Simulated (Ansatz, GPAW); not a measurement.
# A Ga chain with a Si atom bridging one bond: relaxation, then transmission at several levels, part 3 of 4

Aim: the conductance of a Ga chain with a Si atom bridging one bond after relaxation, and whether geometry, basis or functional moves it most.

GPAW 26.7.0 and Ansatz 0.2.0; Ansatz plane waves; relaxation of the junction with the lead ends held; PAW set soft_1 (the session's first sound run).

So far, transmission at the Fermi level (one spin): step 3 (plane-wave reference (PBE)) 0.721. Also open channels of the lead at the Fermi level (one spin): step 3 3.

### Step 4. Double-zeta polarised basis

Localised orbitals split the wire into layers that couple to their neighbours alone, which is what the Green's function method needs; double zeta with polarisation is the usual level for numbers.

This step: GPAW LCAO, PAW setups; Landauer transmission from Green's functions with principal layers (ASE), zero bias (GPAW 26.7.0).

Contents of run.py:

```python
import json
import numpy as np
from ase import Atoms
from ase.transport.calculators import TransportCalculator
from gpaw import GPAW, FermiDirac
from gpaw.lcao.tools import get_lcao_hamiltonian
from scipy.linalg import eigh

# The junction with lead layers at both ends, along the third cell vector
device = Atoms(
    ['Ga', 'Ga', 'Ga', 'Ga', 'Ga', 'Ga', 'Si', 'Ga', 'Ga', 'Ga', 'Ga', 'Ga', 'Ga'],
    positions=[
        [4.50000, 4.50000, 1.27500],
        [4.50000, 4.50000, 3.82500],
        [4.50000, 4.50000, 6.37500],
        [4.50000, 4.50000, 8.92500],
        [6.11529, 4.36910, 10.92980],
        [5.90086, 4.38863, 13.51160],
        [7.25152, 4.29173, 15.40290],
        [5.91001, 4.39464, 17.29727],
        [6.11984, 4.38162, 19.87538],
        [4.50000, 4.50000, 21.87500],
        [4.50000, 4.50000, 24.42500],
        [4.50000, 4.50000, 26.97500],
        [4.50000, 4.50000, 29.52500]],
    cell=[[9.0, 0.0, 0.0], [0.0, 9.0, 0.0], [0.0, 0.0, 30.8]],
    pbc=True)

# One principal layer of the lead: the first 3 atoms of the device
lead = Atoms(
    ['Ga', 'Ga', 'Ga'],
    positions=[
        [4.50000, 4.50000, 1.27500],
        [4.50000, 4.50000, 3.82500],
        [4.50000, 4.50000, 6.37500]],
    cell=[[9.0, 0.0, 0.0], [0.0, 9.0, 0.0], [0.0, 0.0, 7.65]],
    pbc=True)

settings = dict(mode='lcao', basis='dzp', xc='PBE', h=0.2,
                occupations=FermiDirac(0.1), maxiter=250,
                mixer=dict(beta=0.1, nmaxold=8, weight=100.0),
                convergence=dict(density=0.0001))
energies = np.arange(-2, 2 + 1e-9, 0.025)
eta = 0.0001
n1, n2 = 1, 1
# k and -k transmit alike, so half of the mesh across the current serves
mesh = [(i, j) for i in range(n1) for j in range(n2) if (i, j) <= (-i % n1, -j % n2)]
weights = np.array([1 if (i, j) == (-i % n1, -j % n2) else 2 for i, j in mesh]) / (n1 * n2)

# [... helper functions left out ...]
fermi_lead = ground_state(lead, (1, 1, 15), 'lead.txt')
fermi_device = ground_state(device, (1, 1, 3), 'device.txt')
# [... loop over the mesh left out, but for ...]
        # Shift the lead onto the potential of the device's first layer
        shift = ((H[:, 0, 0] - H0[:, 0, 0]) / S0[0, 0]).real.mean()
# [...]
kT = 8.617333e-5 * 300
bias = [0.1, 0.2, 0.5, 1.0, 1.5, 2.0]
# [... integrals and printing left out ...]
```

Command:

```bash
OMP_NUM_THREADS=1 OPENBLAS_NUM_THREADS=1 python run.py
```

Numbers of over 12 decimals in the logs are rounded to 6 here.

The program printed:

```text
basis functions: device 169, principal layer 39
Fermi level: lead -2.8498 eV, device -2.8754 eV; lead shifted by -0.0126 eV
largest coupling past the next layer 6.03e-05 eV, largest misfit of the first layer 0.092 eV
  E-E_F (eV)   T (one spin)  channels
    -2.000    7.4054e-02    1.0000
    -1.975    6.3810e-02    1.0000
    -1.950    5.4700e-02    1.0000
    -1.925    4.6617e-02    1.0000
    -1.900    3.9465e-02    1.0000
    -1.875    3.3154e-02    1.0000
    -1.850    2.7604e-02    1.0000
    -1.825    2.2743e-02    1.0000
    -1.800    1.8504e-02    1.0000
    -1.775    1.4829e-02    1.0000
    -1.750    1.1666e-02    1.0000
    -1.725    8.9676e-03    1.0000
    -1.700    6.6933e-03    1.0000
    -1.675    4.8060e-03    1.0000
    -1.650    3.2734e-03    1.0000
    -1.625    2.0668e-03    1.0000
[...]
1.825    1.6333e+00    3.0000
     1.850    1.6625e+00    3.0000
     1.875    1.6934e+00    3.0000
     1.900    1.7259e+00    3.0000
     1.925    1.7602e+00    3.0000
     1.950    1.7961e+00    3.0000
     1.975    1.8338e+00    3.0000
     2.000    1.8730e+00    3.0000
conductance at 300 K: 0.73059 G0 a cell; thermopower -9.829 uV/K
current from the zero-bias T(E) at 0.1 V: 5.658 uA
current from the zero-bias T(E) at 0.2 V: 11.294 uA
current from the zero-bias T(E) at 0.5 V: 27.174 uA
current from the zero-bias T(E) at 1.0 V: 55.748 uA
current from the zero-bias T(E) at 1.5 V: 90.043 uA
current from the zero-bias T(E) at 2.0 V: 118.52 uA
```

Run time: 66 s. Hardware: 1 thread of Intel Xeon Platinum 8488C (Sapphire Rapids), shared host; peak memory 1 GiB.

This step gave:

- conductance: 0.7306 G₀
- thermopower: -9.829 μV/K
- largest coupling past the next principal layer: 6.03e-5 eV
- largest misfit of the first principal layer: 0.09162 eV
- shift that aligns the lead: -0.01258 eV
- basis functions of the junction: 169
- basis functions of a principal layer: 39
- transmission at the Fermi level (one spin): 0.7312

One spin. Table of transmission, zone mean by energy, zero at the Fermi level:

```tsv
energy (eV)	transmission, zone mean
-2.000	0.0741
-1.900	0.0395
-1.800	0.0185
-1.700	0.00669
-1.600	0.00116
-1.500	5.0e-11
-1.400	0.00289
-1.300	0.00897
-1.200	0.0186
-1.100	0.0328
-1.000	0.0529
-0.900	0.0801
-0.800	0.106
-0.700	0.0324
-0.600	0.809
-0.575	0.869
-0.500	0.732
-0.400	0.351
-0.300	0.116
-0.200	0.438
-0.100	0.631
0.000	0.731
0.100	0.826
0.200	0.931
0.300	1.04
0.400	1.15
0.500	1.25
0.600	1.33
0.700	1.38
0.800	1.40
0.900	1.39
1.000	1.37
1.100	1.35
1.200	1.33
1.300	1.33
1.400	1.35
1.500	1.38
1.600	1.44
1.700	1.51
1.800	1.61
1.900	1.73
2.000	1.87
```

Crossings of the lead's bands, unfolded to its shortest repeat. Table of open channels, zone mean by energy, zero at the Fermi level:

energy (eV), open channels, zone mean and a bar:
```
   -2.000       1.00 ##########
   -1.900       1.00 ##########
   -1.800       1.00 ##########
   -1.700       1.00 ##########
   -1.600       1.00 ##########
   -1.500       0.00 
   -1.400       1.00 ##########
   -1.300       1.00 ##########
   -1.200       1.00 ##########
   -1.100       1.00 ##########
   -1.000       1.00 ##########
   -0.900       1.00 ##########
   -0.800       1.00 ##########
   -0.700       1.00 ##########
   -0.600       1.00 ##########
   -0.500       1.00 ##########
   -0.400       1.00 ##########
   -0.300       1.00 ##########
   -0.200       3.00 ##############################
   -0.100       3.00 ##############################
    0.000       3.00 ##############################
    0.100       3.00 ##############################
    0.200       3.00 ##############################
    0.300       3.00 ##############################
    0.400       3.00 ##############################
    0.500       3.00 ##############################
    0.600       3.00 ##############################
    0.700       3.00 ##############################
    0.800       3.00 ##############################
    0.900       3.00 ##############################
    1.000       3.00 ##############################
    1.100       3.00 ##############################
    1.200       3.00 ##############################
    1.300       3.00 ##############################
    1.400       3.00 ##############################
    1.500       3.00 ##############################
    1.600       3.00 ##############################
    1.700       3.00 ##############################
    1.800       3.00 ##############################
    1.900       3.00 ##############################
    2.000       3.00 ##############################
```

Not self-consistent under bias; the bias window is split evenly. Table of current through one cell, from the zero-bias transmission by bias:

```tsv
bias (V)	current through one cell, from the zero-bias transmission (μA)
0.100	5.66
0.200	11.3
0.500	27.2
1.000	55.7
1.500	90.0
2.000	119
```

Table of transmission of the three most open eigenchannels by energy, zero at the Fermi level:

```tsv
energy (eV)	channel 1	channel 2	channel 3
-2.000	0.0741	6.6e-12	0
-1.900	0.0395	6.5e-12	0
-1.800	0.0185	6.3e-12	0
-1.700	0.00669	6.1e-12	0
-1.600	0.00116	5.8e-12	0
-1.500	2.5e-11	2.5e-11	0
-1.400	0.00289	6.4e-12	0
-1.300	0.00897	6.1e-12	0
-1.200	0.0186	5.9e-12	0
-1.100	0.0328	5.8e-12	0
-1.000	0.0529	5.6e-12	0
-0.900	0.0801	5.5e-12	0
-0.800	0.106	5.4e-12	0
-0.700	0.0324	5.5e-12	0
-0.600	0.809	4.9e-12	0
-0.500	0.732	4.9e-12	0
-0.400	0.351	3.3e-10	9.1e-12
-0.300	0.116	5.7e-9	1.5e-9
-0.200	0.248	0.179	0.0118
-0.100	0.343	0.270	0.0185
0.000	0.359	0.350	0.0224
0.100	0.442	0.358	0.0256
0.200	0.516	0.386	0.0291
0.300	0.579	0.430	0.0334
0.400	0.632	0.482	0.0390
0.500	0.670	0.535	0.0462
0.600	0.694	0.578	0.0557
0.700	0.699	0.610	0.0677
0.800	0.682	0.631	0.0828
0.900	0.646	0.645	0.101
1.000	0.656	0.594	0.123
1.100	0.667	0.535	0.148
1.200	0.679	0.478	0.177
1.300	0.692	0.431	0.209
1.400	0.706	0.397	0.245
1.500	0.721	0.378	0.284
1.600	0.735	0.374	0.327
1.700	0.748	0.387	0.375
1.800	0.761	0.429	0.416
1.900	0.772	0.488	0.466
2.000	0.783	0.553	0.537
```

At the Fermi level T is 0.731 against 0.721 in plane waves. Couplings past the next layer reach 6.0e-5 eV, small enough to drop; the matrix elements of the cell's first layer differ from the bulk lead's by up to 0.092 eV. That layer keeps its own values in the calculation, and only beyond it is the lead taken as perfect. The Fermi levels of lead and junction count from different zeros of potential, one for each periodic cell; with both set to zero, the small remaining shift is what aligns them. By hand: G = 0.7306 × 77.48 μS = 56.6 μS, a resistance of 17.7 kΩ; at 0.1 V a linear junction would pass 5.66 μA, and the integral over the bias window gives 5.66 μA. Mott's formula, S = -(π²/3)(k_B²T/e) d ln T/dE, has the prefactor 7.33 μV/K·eV at 300 K; T = 0.7081 at -0.025 eV and 0.7543 at 0.025 eV give a slope of 1.27 per eV and S = -9.27 μV/K, beside -9.83 μV/K from the thermal integral, which interpolates the same grid.

### Step 5. Single-zeta polarised basis

One radial function a shell plus polarisation makes the matrices smaller; the question is what that costs.

run.py, as its differences from that of step 4:

```diff
@@ -38,3 +38,3 @@
 
-settings = dict(mode='lcao', basis='dzp', xc='PBE', h=0.2,
+settings = dict(mode='lcao', basis='szp(dzp)', xc='PBE', h=0.2,
                 occupations=FermiDirac(0.1), maxiter=250,
```

The program printed:

```text
basis functions: device 117, principal layer 27
Fermi level: lead -3.1746 eV, device -3.2066 eV; lead shifted by -0.0138 eV
largest coupling past the next layer 5.81e-05 eV, largest misfit of the first layer 0.091 eV
  E-E_F (eV)   T (one spin)  channels
    -2.000    7.1456e-02    1.0000
    -1.975    6.1477e-02    1.0000
    -1.950    5.2483e-02    1.0000
[...]
1.975    2.0408e+00    3.0000
     2.000    2.0791e+00    3.0000
conductance at 300 K: 0.72791 G0 a cell; thermopower -10.1 uV/K
current from the zero-bias T(E) at 0.1 V: 5.6349 uA
current from the zero-bias T(E) at 0.2 V: 11.229 uA
current from the zero-bias T(E) at 0.5 V: 26.64 uA
current from the zero-bias T(E) at 1.0 V: 56.019 uA
current from the zero-bias T(E) at 1.5 V: 92.455 uA
current from the zero-bias T(E) at 2.0 V: 121.03 uA
```

The job ended after 56 s (1 thread; peak memory 1 GiB).

This step gave:

```yaml
conductance: 0.7279 G₀
thermopower: -10.10 μV/K
largest_coupling_past_the_next_principal_layer: 5.81e-5 eV
largest_misfit_of_the_first_principal_layer: 0.09110 eV
shift_that_aligns_the_lead: -0.01377 eV
basis_functions_of_the_junction: 117
basis_functions_of_a_principal_layer: 27
transmission_at_the_fermi_level_one_spin: 0.7291
```

One spin. Transmission, zone mean against energy, zero at the Fermi level:

```tsv
energy (eV)	transmission, zone mean
-2.000	0.0715
-1.900	0.0371
-1.800	0.0147
-1.700	6.4e-7
-1.600	5.5e-10
-1.500	4.1e-10
-1.400	1.8e-5
-1.300	0.00189
-1.200	0.00781
-1.100	0.0172
-1.000	0.0294
-0.900	0.0403
-0.800	0.0283
-0.700	0.0751
-0.600	0.851
-0.575	0.871
-0.500	0.751
-0.400	0.412
-0.300	0.161
-0.200	0.370
-0.100	0.624
0.000	0.729
0.100	0.824
0.200	0.930
0.300	1.05
0.400	1.16
0.500	1.27
0.600	1.35
0.700	1.40
0.800	1.43
0.900	1.45
1.000	1.45
1.100	1.44
1.200	1.45
1.300	1.46
1.400	1.49
1.500	1.54
1.600	1.61
1.700	1.70
1.800	1.80
1.900	1.93
2.000	2.08
```

The conductance, 0.728 G₀, lies 0.4 % below that of the dzp run.

### Step 6. Minimal basis

The minimal basis is the cheapest rung: no second zeta and no polarisation.

run.py, as its differences from that of step 5:

```diff
@@ -38,3 +38,3 @@
 
-settings = dict(mode='lcao', basis='szp(dzp)', xc='PBE', h=0.2,
+settings = dict(mode='lcao', basis='sz(dzp)', xc='PBE', h=0.2,
                 occupations=FermiDirac(0.1), maxiter=250,
```

The program printed:

```text
basis functions: device 52, principal layer 12
Fermi level: lead -3.2329 eV, device -3.2796 eV; lead shifted by -0.0154 eV
largest coupling past the next layer 5.75e-05 eV, largest misfit of the first layer 0.057 eV
  E-E_F (eV)   T (one spin)  channels
    -2.000    1.0932e-01    1.0000
    -1.975    9.5060e-02    1.0000
    -1.950    8.1884e-02    1.0000
[...]
1.975    1.9068e+00    3.0000
     2.000    1.9403e+00    3.0000
conductance at 300 K: 0.72176 G0 a cell; thermopower -9.871 uV/K
current from the zero-bias T(E) at 0.1 V: 5.5852 uA
current from the zero-bias T(E) at 0.2 V: 11.118 uA
current from the zero-bias T(E) at 0.5 V: 26.304 uA
current from the zero-bias T(E) at 1.0 V: 55.297 uA
current from the zero-bias T(E) at 1.5 V: 93.264 uA
current from the zero-bias T(E) at 2.0 V: 121.11 uA
```

Wall time 40 s (1 thread); peak memory 0.93 GiB.

This step gave:

| Property | Result |
| --- | --- |
| conductance | 0.7218 G₀ |
| thermopower | -9.871 μV/K |
| largest coupling past the next principal layer | 5.75e-5 eV |
| largest misfit of the first principal layer | 0.05733 eV |
| shift that aligns the lead | -0.01538 eV |
| basis functions of the junction | 52 |
| basis functions of a principal layer | 12 |
| transmission at the Fermi level (one spin) | 0.7237 |

One spin. Table of transmission, zone mean by energy, zero at the Fermi level:

```tsv
energy (eV)	transmission, zone mean
-2.000	0.109
-1.800	0.0190
-1.600	2.2e-9
-1.400	0.00430
-1.200	6.0e-4
-1.000	0.00861
-0.800	6.7e-4
-0.600	0.895
-0.400	0.427
-0.200	0.362
0.000	0.724
0.200	0.910
0.400	1.13
0.600	1.31
0.800	1.40
1.000	1.42
1.200	1.42
1.400	1.45
1.600	1.54
1.800	1.70
2.000	1.94
```

The conductance, 0.722 G₀, lies 1.2 % below that of the dzp run.

### Step 7. revPBE in the dzp basis: xc = "revPBE"

Back in the dzp basis, the functional changes from PBE to revPBE, to set the spread between functionals beside that between bases.

run.py, as its differences from that of step 6:

```diff
@@ -38,3 +38,3 @@
 
-settings = dict(mode='lcao', basis='sz(dzp)', xc='PBE', h=0.2,
+settings = dict(mode='lcao', basis='dzp', xc='revPBE', h=0.2,
                 occupations=FermiDirac(0.1), maxiter=250,
```

The program printed:

```text
basis functions: device 169, principal layer 39
Fermi level: lead -2.7655 eV, device -2.7917 eV; lead shifted by -0.0132 eV
largest coupling past the next layer 6.04e-05 eV, largest misfit of the first layer 0.093 eV
  E-E_F (eV)   T (one spin)  channels
    -2.000    8.0317e-02    1.0000
    -1.975    6.9510e-02    1.0000
    -1.950    5.9876e-02    1.0000
[...]
1.975    1.8120e+00    3.0000
     2.000    1.8520e+00    3.0000
conductance at 300 K: 0.69635 G0 a cell; thermopower -10.03 uV/K
current from the zero-bias T(E) at 0.1 V: 5.3951 uA
current from the zero-bias T(E) at 0.2 V: 10.782 uA
current from the zero-bias T(E) at 0.5 V: 26.129 uA
current from the zero-bias T(E) at 1.0 V: 54.006 uA
current from the zero-bias T(E) at 1.5 V: 88.52 uA
current from the zero-bias T(E) at 2.0 V: 116.51 uA
```

Wall time 64 s (1 thread); peak memory 1 GiB.

This step gave:

```yaml
conductance: 0.6963 G₀
thermopower: -10.03 μV/K
largest_coupling_past_the_next_principal_layer: 6.04e-5 eV
largest_misfit_of_the_first_principal_layer: 0.09287 eV
shift_that_aligns_the_lead: -0.01322 eV
basis_functions_of_the_junction: 169
basis_functions_of_a_principal_layer: 39
transmission_at_the_fermi_level_one_spin: 0.6961
```

The conductance, 0.696 G₀, lies 4.7 % below that of the dzp run.

### Step 8. Without the relaxation: geometry = "as built"

The dzp basis with PBE on the structure as first built shows what the relaxation was worth.

run.py, as its differences from that of step 7:

```diff
@@ -16,7 +16,7 @@
         [4.50000, 4.50000, 8.92500],
-        [6.11529, 4.36910, 10.92980],
-        [5.90086, 4.38863, 13.51160],
-        [7.25152, 4.29173, 15.40290],
-        [5.91001, 4.39464, 17.29727],
-        [6.11984, 4.38162, 19.87538],
+        [4.50000, 4.50000, 11.47500],
+        [4.50000, 4.50000, 14.02500],
+        [6.42655, 4.50000, 15.40000],
+        [4.50000, 4.50000, 16.77500],
+        [4.50000, 4.50000, 19.32500],
         [4.50000, 4.50000, 21.87500],
@@ -38,3 +38,3 @@
 
-settings = dict(mode='lcao', basis='dzp', xc='revPBE', h=0.2,
+settings = dict(mode='lcao', basis='dzp', xc='PBE', h=0.2,
                 occupations=FermiDirac(0.1), maxiter=250,
```

The program printed:

```text
basis functions: device 169, principal layer 39
Fermi level: lead -2.8498 eV, device -2.8524 eV; lead shifted by -0.0113 eV
largest coupling past the next layer 6.03e-05 eV, largest misfit of the first layer 0.039 eV
  E-E_F (eV)   T (one spin)  [channel counts left out]
    -2.000    7.4032e-01
    -1.975    7.3830e-01
    -1.950    7.3596e-01
[...]
1.975    1.3464e+00
     2.000    1.3364e+00
conductance at 300 K: 0.95573 G0 a cell; thermopower -3.956 uV/K
current from the zero-bias T(E) at 0.1 V: 7.3794 uA
current from the zero-bias T(E) at 0.2 V: 14.597 uA
current from the zero-bias T(E) at 0.5 V: 33.358 uA
current from the zero-bias T(E) at 1.0 V: 57.489 uA
current from the zero-bias T(E) at 1.5 V: 89.193 uA
current from the zero-bias T(E) at 2.0 V: 127.25 uA
```

It took 53 s on 1 thread; peak memory 1 GiB.

Numbers from this step:

```
conductance                                    : 0.9557 G₀
thermopower                                    : -3.956 μV/K
largest coupling past the next principal layer : 6.03e-5 eV
largest misfit of the first principal layer    : 0.03929 eV
shift that aligns the lead                     : -0.01130 eV
transmission at the Fermi level (one spin)     : 0.9642
```

The conductance, 0.956 G₀, lies 31 % above that of the dzp run.

### Step 9. All levels side by side

Times are wall times on the hardware named with each run. The series side by side:

```tsv
no.	run	conductance (G₀)	time	memory (GiB)
1	pw PBE	0.7216	73 s	2.6
2	dzp	0.7306	66 s	1.0
3	szp	0.7279	56 s	1.0
4	sz	0.7218	40 s	0.93
5	dzp revPBE	0.6963	64 s	1.0
6	asbuilt	0.9557	53 s	1.0
```

### Step 10. Comparison

The curves are compared point by point over the common energies.

This step: comparison of transmission and cost over codes, levels and geometry; PAW set soft_1 (GPAW 26.7.0).

Ladder, by row:

```tsv
step	code	T at the Fermi level (sum over the listed spins)	conductance (G0)	r.m.s. T(E) from the first	wall time (s)	peak memory (GiB)	threads
pw-pbe	Ansatz	0.7213	0.7216	0	73.12	2.572	4
dzp	GPAW	0.7312	0.7306	0.02502	66.42	1.04	1
szp	GPAW	0.7291	0.7279	0.1092	55.93	1.02	1
sz	GPAW	0.7237	0.7218	0.1105	39.66	0.93	1
dzp-revPBE	GPAW	0.6961	0.6963	0.03738	64.29	1.03	1
asbuilt	GPAW	0.9642	0.9557	0.4003	53.26	1.04	1
```

The transmission, zone mean, sum over the listed spins by energy, zero at the Fermi level:

```tsv
energy (eV)	pw-pbe	dzp	szp	sz	dzp-revPBE	asbuilt
-2.000	0.0632	0.0741	0.0715	0.109	0.0803	0.740
-1.800	0.0142	0.0185	0.0147	0.0190	0.0212	0.713
-1.600	5.3e-4	0.00116	5.5e-10	2.2e-9	0.00181	0.599
-1.400	0.00387	0.00289	1.8e-5	0.00430	0.00195	0.906
-1.200	0.0215	0.0186	0.00781	6.0e-4	0.0158	0.737
-1.000	0.0581	0.0529	0.0294	0.00861	0.0471	0.643
-0.800	0.128	0.106	0.0283	6.7e-4	0.0918	0.515
-0.600	0.745	0.809	0.851	0.895	0.846	0.304
-0.575	0.848	0.869	0.871	0.892	0.879	0.270
-0.400	0.327	0.351	0.412	0.427	0.327	0.0288
-0.200	0.451	0.438	0.370	0.362	0.429	0.537
0.000	0.721	0.731	0.729	0.724	0.696	0.964
0.200	0.927	0.931	0.930	0.910	0.901	1.02
0.400	1.16	1.15	1.16	1.13	1.14	1.17
0.600	1.32	1.33	1.35	1.31	1.32	1.30
0.800	1.37	1.40	1.43	1.40	1.38	1.38
1.000	1.34	1.37	1.45	1.42	1.35	1.43
1.200	1.30	1.33	1.45	1.42	1.31	1.46
1.400	1.33	1.35	1.49	1.45	1.33	1.47
1.600	1.43	1.44	1.61	1.54	1.41	1.45
1.800	1.61	1.61	1.80	1.70	1.58	1.41
2.000	1.89	1.87	2.08	1.94	1.85	1.34
```

[end of part 3 of 4]

[Logs are printed without paths, hosts, clocks, repeated set-up lines and the standing remarks that a program may print on its own settings, such as how far it seeks lower states.]

[Hosts, paths, dates, database ids (printed as entryN), source tags and the programs' standing remarks are cut or masked in the printed files.]
